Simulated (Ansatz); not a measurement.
# TiO2 (P4_2/mnm) in Ansatz: further runs

The runs below take TiO2 through band structure, with HSE06, PBE0.

Everything below comes from runs of Ansatz 0.2.0. Logs are shortened: lines on timing, memory, paths and dates and some standing lists are left out, and cuts for length are marked.

**Measured values to compare with.**

From “Shallow Valence Band of Rutile GeO2 and P-type Doping”, 2020, arxiv:2011.08928, for a bulk crystal of TiO2 at 1.6 K: band gap 3.03 eV (direct).

The results are compared with them further down.

## Step 1: The structure

It takes space group P4_2/mnm (No. 136, tetragonal). Conventional cell: a = 4.600 Å, b = 4.600 Å, c = 2.959 Å, α = 90.00°, β = 90.00°, γ = 90.00°. Around Ti (site symmetry mmm) lie 6 O at 1.95 to 1.98 Å. O (site symmetry m2m) has 3 Ti at 1.95 to 1.98 Å as nearest neighbours.

The cell is a database's computed one.

## Step 2: Band structure, HSE06

Input file input:

```
crystal:
  lattice:
    - [4.5998373239, 0.0, 0.0]
    - [0.0, 4.5998373239, 0.0]
    - [0.0, 0.0, 2.95921356]
  atoms:
    - { symbol: Ti, position: [0.0, 0.0, 0.5] }
    - { symbol: Ti, position: [0.5, 0.5, 0.0] }
    - { symbol: O, position: [0.30432132, 0.30432132, 0.5] }
    - { symbol: O, position: [0.19567868, 0.80432132, 0.0] }
    - { symbol: O, position: [0.80432132, 0.19567868, 0.0] }
    - { symbol: O, position: [0.69567868, 0.69567868, 0.5] }
hamiltonian:
  xc: hse06
  pseudopotentials: { kind: paw }
kpoints:
  mp_grid: { grid: [4, 4, 6] }
  band_path:
    path:
      - [[0.0, 0.0, 0.0], [0.0, 0.5, 0.0], [0.5, 0.5, 0.0], [0.0, 0.0, 0.0], [0.0, 0.0, 0.5], [0.0, 0.5, 0.5], [0.5, 0.5, 0.5], [0.0, 0.0, 0.5]]
      - [[0.0, 0.5, 0.0], [0.0, 0.5, 0.5]]
      - [[0.5, 0.5, 0.0], [0.5, 0.5, 0.5]]
    npoints: 4
scf:
  occupations: { method: fermi_dirac, width: 0.05 }
  n_extra_bands: 15
output:
  forces: true
  stress: true
  eigenvalues: true
  fatbands: false
```

Potentials or basis: Ansatz PAW.

What it wrote:

```text
Warning: output.stress: scf.convergence.dr2_threshold = 1e-7 eV (the SCF's general default) is looser than the 6e-10 eV advised for a printed stress (1e-10 eV for each atom of the cell: 6). What an SCF threshold leaves in a stress goes as its square root, and in the free energy as the threshold itself, and one threshold admits the most on a small cell: of the crystals measured, under no hybrid functional and no lock of the moments, on runs that ended without the residual-converged pass, on stresses that held no estimate of that error, the worst erred by over 100 MPa in a component at 1e-7 eV an atom and by under 5 at 1e-10. Set scf.convergence.dr2_threshold to 6e-10 eV or tighter. The threshold is an SCF's pass mark: one that does not reach it within its budget of iterations ends unconverged, or closes short of it on a stop that the run arms, and scf.convergence.dr2_threshold's page says what that costs each kind of run
Warning: output.stress: scf.exx.energy_threshold = 1e-6 eV is looser than the 6e-8 eV advised for a stress under a hybrid functional (1e-8 eV for each atom of the cell: 6). Every SCF of the exchange loop can meet its threshold on dr2 while the loop round them stops early: no threshold on dr2 bounds what that leaves in the stress. Set scf.exx.energy_threshold to 6e-8 eV or tighter. The threshold is the loop's pass mark: a loop that does not reach it within its budget of cycles ends unconverged, and scf.exx.energy_threshold's page has the law
scf.n_extra_bands = 15 over 24 filled bands (N_el = 48.0): the run solves 39 bands
GPUs: using 1 of 1 available (devices: 1).
Engine: ansatz 0.2.0, x86_64-unknown-linux-gnu
Pseudopotentials: kind: paw
Pseudopotential: Ti, paw, valence charge 12, recommended cutoff 420 eV (normal), Ti.paw.azcp
Pseudopotential: O, paw, valence charge 6, recommended cutoff 420 eV (normal), O.paw.azcp
Functional definition: HSE06
  parameter a = 0.25
  parameter omega = 0.11/bohr
  exchange = pbe_x - a*pbe_x_sr(omega) + a*exact_x_sr(omega)
  correlation = pbe_c
device memory: the entry about to start is reckoned to put 1.0 GiB on a device that reports 47.3 GiB free (of which the cap on the GPU budget leaves the run 18.0 GiB)
GPU FFT provider: cuFFT
GPU libraries: cuBLAS 13.8.2, cuFFT 12.4.0, cuSOLVER 12.3.4
Crystal: 6 atoms, lattice volume = 62.613 Å³
Basis set: ecut = 420 eV, 1217 PW (Γ), exchange–correlation on 64×64×40 points (8 copies of the dense FFT grid, shifted against one another)
Bands: 39, of which v1, the nominal top of the filled ones, is band 24 counted from 1 (23 counted from 0)
Symmetry: 16 space group operations
Space group: P42/mnm (ITA 136), of the structure as read, at distance tolerance 4.0e-5 Å
k-points: 24 of 96
Non-local potential: Ti, projectors of the file, l = 0: 3, l = 1: 2, l = 2: 3, l = 3: 1
Non-local potential: O, projectors of the file, l = 0: 2, l = 1: 2, l = 2: 1
PAW form: soft (Blöchl's): semilocal exchange-correlation on the pseudo side does not see the compensation charge
PAW frozen core: Ti, regenerated for the run's functional, and the local potential with it (the file was generated under x = pbe(κ = 0.804, μ = 0.2195149727645171), c = pbe(β = 0.06672455060314922))
PAW frozen core: O, regenerated for the run's functional, and the local potential with it (the file was generated under x = pbe(κ = 0.804, μ = 0.2195149727645171), c = pbe(β = 0.06672455060314922))
PAW one-centre angular grid: Ti, 590 points (default); XC on 64 Gauss nodes
PAW one-centre angular grid: O, 110 points (default); XC on 96 Gauss nodes
Initial density: superposition of atomic densities (neutral atoms: chi_scale 0, normalization atom), corrected by the library's trained network
Initial wavefunctions: pseudopotential atomic-orbital guess
[... 50 lines left out ...]
hybrid SCF converged: 2 outer / 12 inner (+4 warm-up), last move |dexx| = 2.57e-6 eV, tail = 4.17e-8 eV
Stability not checked: this state was not tested for a lower state beside it, because the functional holds exact exchange (a hybrid, or Hartree-Fock), whose exchange loop this test does not read (fock_operator; see scf.lower_state_search)
Free energy (F): -7275.816355 eV
Frozen-core exchange: fock
Harris-Foulkes:  -7275.816355 eV  (|F-HF|=1.06e-10)
Internal energy: -7275.816355 eV  (E = F + TS)
E sigma→0 (E₀):  -7275.816355 eV
Fermi energy:    9.792969 eV
--- Per-component energies (eV) ---
  E_band       = -507.937477
  E_kinetic    = 1249.003280
  E_local      = -3066.304144  (includes V_loc(G=0)·N_el)
  E_nonlocal   = 185.158325
  E_hartree    = 1161.589176
  E_xc         = -396.595002
  E_vxc        = -497.894081  (∫ρ·V_xc dr)
  E_exx        = -156.983672  (= α·E_x^exact, valence–valence)
  E_paw        = -2658.148633  (= ΣΔE_a)
  E_vpaw       = -387.121851  (= ΣTr[D̂ρ^β])
  E_aug_tail   = 0.010045  (compensation charges beyond the density's cutoff)
  E_ewald      = -3593.095214
  E_core_change = -0.450516  (= ΣΔE_core)
  E_smearing   = -0.000000  (= −TS)
  E_closure    = -0.000000  (closes the sum)
  Σ components = -7275.816355   (vs F -7275.816355, Δ=9.09e-13)
--- Forces (eV/Å), atoms counted from 1 ---
  atom   1  Ti    -0.00000000    -0.00000000     0.00000000
  atom   2  Ti    -0.00000000    -0.00000000     0.00000000
  atom   3  O      0.14160081     0.14160081     0.00000000
  atom   4  O     -0.14160081     0.14160081     0.00000000
  atom   5  O      0.14160081    -0.14160081     0.00000000
  atom   6  O     -0.14160081    -0.14160081     0.00000000
  max |Σ_I F_I| component: 2.78e-17 eV/Å
--- Stress (GPa, compression-positive) ---
       -3.392592       0.000000       0.000000
        0.000000      -3.392592       0.000000
        0.000000       0.000000      -4.522034
  P = ⅓ Tr σ = -3.7691 GPa (-37.691 kbar)
--- Band table (eV; the first three rows and the last of 24) ---
  k-point 0: bands = ["-53.0818", "-53.0639", "-27.7526", "-27.7526", "-27.5761", "-27.5761", "-27.5279", "-27.4840", "-11.8081", "-10.5615", "-9.7627", "-9.7627", "1.8491", "2.3317", "2.8297", "3.9620", "3.9620", "5.3278", "5.3278", "5.9464", "7.3962", "7.7021", "7.7021", "8.1523", "11.5133", "11.8174", "12.1122", "12.2087", "12.2087", "14.0273", "14.5379", "16.4276", "16.4276", "17.5585", "17.6979", "21.3756", "21.3756", "24.6311", "25.5494"]
  k-point 1: bands = ["-53.0702", "-53.0547", "-27.7211", "-27.7211", "-27.6480", "-27.6117", "-27.5708", "-27.5708", "-11.5078", "-10.3961", "-9.9022", "-9.9022", "2.2667", "2.6385", "3.1829", "3.7110", "3.7110", "5.1455", "5.8432", "5.8432", "6.3492", "7.1668", "7.1668", "7.9669", "11.9631", "12.0591", "12.1270", "12.5193", "12.5193", "14.2839", "14.4611", "16.0326", "16.0326", "17.1379", "18.4974", "22.5224", "22.5224", "24.6876", "25.2564"]
  k-point 2: bands = ["-53.0461", "-53.0371", "-27.8799", "-27.8608", "-27.6513", "-27.6513", "-27.5663", "-27.5663", "-10.8211", "-10.1792", "-10.1792", "-10.1364", "3.1342", "3.2010", "3.7681", "3.7681", "3.9835", "4.1872", "4.7981", "5.9846", "5.9846", "6.3977", "6.3977", "7.1172", "12.0309", "12.4656", "12.9824", "13.1506", "13.1506", "13.5896", "15.0719", "15.7322", "15.7322", "15.9440", "20.4241", "24.1091", "24.5349", "24.5349", "24.9392"]
  k-point 23: bands = ["-53.0310", "-53.0310", "-27.9866", "-27.9866", "-27.6029", "-27.6029", "-27.5804", "-27.5804", "-10.4133", "-10.4133", "-10.1161", "-10.1161", "3.0221", "3.0221", "3.1063", "3.1063", "4.2890", "4.2890", "5.1628", "5.1628", "6.7891", "6.7891", "7.4012", "7.4012", "12.2989", "12.2989", "12.9738", "12.9738", "13.1001", "13.1001", "15.6822", "15.6822", "15.7313", "15.7313", "21.4171", "21.4171", "24.0185", "24.0185", "24.8875"]
```

Run time: 1.8 min. Hardware: 1 × NVIDIA H100 80GB HBM3 with 2 threads of AMD EPYC 7R13 (Zen 3), shared host; peak memory 2.4 GiB.

What came out:

| Item | Value |
| --- | --- |
| Free energy | -7275.8164 eV |
| Pressure | -3.8 GPa |
| Largest force | 0.200 eV/Å |
| Band gap on the k mesh | 3.36 eV, direct |
| Band gap along the path | 3.36 eV, direct |

Forces in eV/Å, atoms in the order of the input:
```
Ti   0.000  0.000  0.000
Ti   0.000  0.000  0.000
O    0.142  0.142  0.000
O   -0.142  0.142  0.000
O    0.142 -0.142  0.000
O   -0.142 -0.142  0.000
```

Stress tensor (GPa, compression positive):
```
-3.39  0.00  0.00
 0.00 -3.39  0.00
 0.00  0.00 -4.52
```

Levels at the corners of the path, in eV from the valence-band top:
| point | band 22 | band 23 | band 24 | band 25 | band 26 | band 27 |
| --- | --- | --- | --- | --- | --- | --- |
| Γ | -0.45 | -0.45 | 0.00 | 3.36 | 3.67 | 3.96 |
| X | -1.76 | -0.81 | -0.81 | 4.09 | 4.09 | 4.64 |
| M | -1.44 | -1.14 | -1.14 | 3.38 | 3.38 | 4.08 |
| Γ | -0.45 | -0.45 | 0.00 | 3.36 | 3.67 | 3.96 |
| Z | -2.51 | -1.60 | -1.60 | 4.55 | 4.55 | 4.88 |
| R | -2.21 | -1.12 | -1.12 | 3.40 | 3.40 | 4.92 |
| A | -1.36 | -0.75 | -0.75 | 4.15 | 4.15 | 4.82 |
| Z | -2.51 | -1.60 | -1.60 | 4.55 | 4.55 | 4.88 |
| X | -1.76 | -0.81 | -0.81 | 4.09 | 4.09 | 4.64 |
| R | -2.21 | -1.12 | -1.12 | 3.40 | 3.40 | 4.92 |
| M | -1.44 | -1.14 | -1.14 | 3.38 | 3.38 | 4.08 |
| A | -1.36 | -0.75 | -0.75 | 4.15 | 4.15 | 4.82 |

Caveat: the pressure holds a Pulay correction of +0.5 GPa for the finite cutoff; the PAW data sets come from PBE, with cores solved anew for the run's functional, which leaves a small shift of forces and pressure; the thresholds are loose for stress.

## Step 3: Band structure, PBE0

input: that of step 2 with these lines changed.

```diff
@@ -13,3 +13,3 @@
 hamiltonian:
-  xc: hse06
+  xc: pbe0
   pseudopotentials: { kind: paw }
```

Potentials or basis: Ansatz PAW.

What it wrote:

```text
Warning: output.stress: scf.convergence.dr2_threshold = 1e-7 eV (the SCF's general default) is looser than the 6e-10 eV advised for a printed stress (1e-10 eV for each atom of the cell: 6). What an SCF threshold leaves in a stress goes as its square root, and in the free energy as the threshold itself, and one threshold admits the most on a small cell: of the crystals measured, under no hybrid functional and no lock of the moments, on runs that ended without the residual-converged pass, on stresses that held no estimate of that error, the worst erred by over 100 MPa in a component at 1e-7 eV an atom and by under 5 at 1e-10. Set scf.convergence.dr2_threshold to 6e-10 eV or tighter. The threshold is an SCF's pass mark: one that does not reach it within its budget of iterations ends unconverged, or closes short of it on a stop that the run arms, and scf.convergence.dr2_threshold's page says what that costs each kind of run
Warning: output.stress: scf.exx.energy_threshold = 1e-6 eV is looser than the 6e-8 eV advised for a stress under a hybrid functional (1e-8 eV for each atom of the cell: 6). Every SCF of the exchange loop can meet its threshold on dr2 while the loop round them stops early: no threshold on dr2 bounds what that leaves in the stress. Set scf.exx.energy_threshold to 6e-8 eV or tighter. The threshold is the loop's pass mark: a loop that does not reach it within its budget of cycles ends unconverged, and scf.exx.energy_threshold's page has the law
scf.n_extra_bands = 15 over 24 filled bands (N_el = 48.0): the run solves 39 bands
GPUs: using 1 of 1 available (devices: 1).
[... 1 set-up line as earlier in the session ...]
[... 113 lines left out ...]
       -3.544671       0.000000       0.000000
        0.000000      -3.544671       0.000000
        0.000000       0.000000      -4.658322
  P = ⅓ Tr σ = -3.9159 GPa (-39.159 kbar)
--- Band table (eV; the first three rows and the last of 24) ---
  k-point 0: bands = ["-53.5371", "-53.5192", "-28.1960", "-28.1960", "-28.0203", "-28.0203", "-27.9724", "-27.9290", "-12.2268", "-10.9750", "-10.1752", "-10.1752", "1.4217", "1.9095", "2.3945", "3.5458", "3.5458", "4.9253", "4.9253", "5.5532", "7.0229", "7.3306", "7.3306", "7.7534", "11.8743", "12.1827", "12.4799", "12.5729", "12.5729", "14.3966", "14.9301", "16.8175", "16.8175", "17.9163", "18.0837", "21.7404", "21.7404", "24.9921", "25.9133"]
  k-point 1: bands = ["-53.5255", "-53.5100", "-28.1647", "-28.1647", "-28.0923", "-28.0564", "-28.0150", "-28.0150", "-11.9259", "-10.8092", "-10.3149", "-10.3149", "1.8421", "2.2184", "2.7494", "3.2948", "3.2948", "4.7400", "5.4420", "5.4420", "5.9560", "6.7858", "6.7858", "7.5718", "12.3283", "12.4269", "12.4990", "12.8906", "12.8906", "14.6760", "14.8374", "16.4174", "16.4174", "17.5284", "18.8534", "22.8927", "22.8927", "25.0483", "25.6211"]
  k-point 2: bands = ["-53.5014", "-53.4925", "-28.3240", "-28.3051", "-28.0952", "-28.0952", "-28.0106", "-28.0106", "-11.2371", "-10.5921", "-10.5921", "-10.5491", "2.7168", "2.7849", "3.3504", "3.3504", "3.5634", "3.7596", "4.3837", "5.5865", "5.5865", "5.9974", "5.9974", "6.7181", "12.3997", "12.8375", "13.3639", "13.5350", "13.5350", "13.9797", "15.4539", "16.1152", "16.1152", "16.3277", "20.7871", "24.4754", "24.9083", "24.9083", "25.2993"]
  k-point 23: bands = ["-53.4864", "-53.4864", "-28.4306", "-28.4306", "-28.0472", "-28.0472", "-28.0243", "-28.0243", "-10.8269", "-10.8269", "-10.5290", "-10.5290", "2.5939", "2.5939", "2.6845", "2.6845", "3.8777", "3.8777", "4.7570", "4.7570", "6.3945", "6.3945", "7.0098", "7.0098", "12.6711", "12.6711", "13.3554", "13.3554", "13.4806", "13.4806", "16.0668", "16.0668", "16.1146", "16.1146", "21.7664", "21.7664", "24.3956", "24.3956", "25.2545"]
```

Wall time 74 s (1 × NVIDIA H100 80GB HBM3 with 2 threads of AMD EPYC 7R13 (Zen 3), shared host); peak memory 2.4 GiB.

What came out:

```yaml
Free_energy: -7276.6437 eV
Pressure: -3.9 GPa
Largest_force: 0.201 eV/Å
Band_gap_on_the_k_mesh: 4.12 eV, direct
Band_gap_along_the_path: 4.12 eV, direct
```

Forces on the atoms (eV/Å):
```
Ti   0.000  0.000  0.000
Ti   0.000  0.000  0.000
O    0.142  0.142  0.000
O   -0.142  0.142  0.000
O    0.142 -0.142  0.000
O   -0.142 -0.142  0.000
```

Stress tensor (GPa, compression positive):
```
-3.54  0.00  0.00
 0.00 -3.54  0.00
 0.00  0.00 -4.66
```

Levels at the corners of the path, in eV from the valence-band top:
| point | band 21 | band 22 | band 23 | band 24 | band 25 | band 26 | band 27 | band 28 |
| --- | --- | --- | --- | --- | --- | --- | --- | --- |
| Γ | -0.73 | -0.42 | -0.42 | 0.00 | 4.12 | 4.43 | 4.73 | 4.82 |
| X | -1.76 | -1.76 | -0.81 | -0.81 | 4.86 | 4.86 | 5.42 | 5.42 |
| M | -1.43 | -1.43 | -1.12 | -1.12 | 4.14 | 4.14 | 4.85 | 4.85 |
| Γ | -0.73 | -0.42 | -0.42 | 0.00 | 4.12 | 4.43 | 4.73 | 4.82 |
| Z | -2.52 | -2.52 | -1.60 | -1.60 | 5.33 | 5.33 | 5.66 | 5.66 |
| R | -2.22 | -2.22 | -1.11 | -1.11 | 4.16 | 4.16 | 5.70 | 5.70 |
| A | -1.36 | -1.36 | -0.74 | -0.74 | 4.92 | 4.92 | 5.60 | 5.60 |
| Z | -2.52 | -2.52 | -1.60 | -1.60 | 5.33 | 5.33 | 5.66 | 5.66 |
| X | -1.76 | -1.76 | -0.81 | -0.81 | 4.86 | 4.86 | 5.42 | 5.42 |
| R | -2.22 | -2.22 | -1.11 | -1.11 | 4.16 | 4.16 | 5.70 | 5.70 |
| M | -1.43 | -1.43 | -1.12 | -1.12 | 4.14 | 4.14 | 4.85 | 4.85 |
| A | -1.36 | -1.36 | -0.74 | -0.74 | 4.92 | 4.92 | 5.60 | 5.60 |

Caveat: the pressure holds a Pulay correction of +0.5 GPa for the finite cutoff; the PAW data sets come from PBE, with cores solved anew for the run's functional, which leaves a small shift of forces and pressure; the thresholds are loose for stress.

## Step 4: How close it comes

Step 2. A measured gap of TiO2 is 3.03 eV (direct; 1.6 K; quoted in “Shallow Valence Band of Rutile GeO2 and P-type Doping”, 2020, arxiv:2011.08928); the calculated 3.36 eV misses it by +0.33 eV. 2 values of this kind are on record in papers (3.03 to 3.05 eV); this one was drawn at random among those near their median. The value is that of HSE06, without temperature or zero-point motion. The cell is a database's relaxed one, not the measured one, which moves gaps too.

Step 3. A measured gap of TiO2 is 3.03 eV (direct; 1.6 K; quoted in “Shallow Valence Band of Rutile GeO2 and P-type Doping”, 2020, arxiv:2011.08928); the calculated 4.12 eV misses it by +1.09 eV. 2 values of this kind are on record in papers (3.03 to 3.05 eV); this one was drawn at random among those near their median. The value is that of PBE0, without temperature or zero-point motion. The cell is a database's relaxed one, not the measured one, which moves gaps too.
